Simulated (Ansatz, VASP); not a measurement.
MgB2: VASP beside Ansatz

File INCAR:

```
SYSTEM = MgB2
PREC = Accurate ; ENCUT = 520
EDIFF = 1E-6 ; ISMEAR = -1
SIGMA = 0.05 ; LREAL = .False.
LASPH = .True. ; NELM = 80
ALGO = Normal ; ISIF = 2
LWAVE = .False. ; LCHARG = .False.
GGA = PE ; NBANDS = 11
```

The input KPOINTS:

```
Automatic mesh
0
Gamma
  12 12 9
  0 0 0
```

The input POSCAR:

```
MgB2
1.0
    3.0850007055      0.0000000000      0.0000000000
   -1.5425003528      2.6716889817      0.0000000000
    0.0000000000      0.0000000000      3.5582300000
Mg B
1 2
Direct
    0.0000000000      0.0000000000      0.0000000000
    0.3333333333      0.6666666667      0.5000000000
    0.6666666667      0.3333333333      0.5000000000
```

Input for Ansatz:

```yaml
crystal:
  lattice:
    - [3.0850007055, 0.0, 0.0]
    - [-1.5425003528, 2.6716889817, 0.0]
    - [0.0, 0.0, 3.55823]
  atoms:
    - { symbol: Mg, position: [0.0, 0.0, 0.0] }
    - { symbol: B, position: [0.3333333333, 0.6666666667, 0.5] }
    - { symbol: B, position: [0.6666666667, 0.3333333333, 0.5] }
kpoints:
  mp_grid: { grid: [12, 12, 9] }
  band_path:
    path:
      - [0.0, 0.0, 0.0]
      - [0.5, 0.0, 0.0]
      - [0.3333333333, 0.3333333333, 0.0]
      - [0.0, 0.0, 0.0]
      - [0.0, 0.0, 0.5]
      - [0.5, 0.0, 0.5]
      - [0.3333333333, 0.3333333333, 0.5]
      - [0.0, 0.0, 0.5]
      - [0.5, 0.0, 0.5]
    npoints: 5
scf:
  occupations: { method: fermi_dirac, width: 0.05 }
hamiltonian:
  xc: pbe
  pseudopotentials: { kind: all_electron, lapw: { basis_error: 0.0005 } }
output:
  forces: true
  stress: true
  eigenvalues: true
```

Change from the starting cell: zz strain of +1 %.

Alike in both runs: task single point; functional PBE; k mesh 12 × 12 × 9; occupations fermi-dirac, width 0.05 eV; no spin polarisation.

```csv
,VASP,Ansatz
version,VASP 6.6.1,Ansatz 0.2.0
potentials or method,"VASP PAW PBE potentials, release 64 (Mg, B)","all-electron LAPW, scalar-relativistic"
plane-wave cutoff (eV),520,see its input
```

```csv
,VASP,Ansatz,Ansatz less VASP
pressure (GPa),-2.3,-2.1,+0.22
largest component of the traceless stress (GPa),1.25,1.09,-0.159
```

Ansatz ran all-electron here, so the differences hold the error of VASP's frozen core and of both bases.
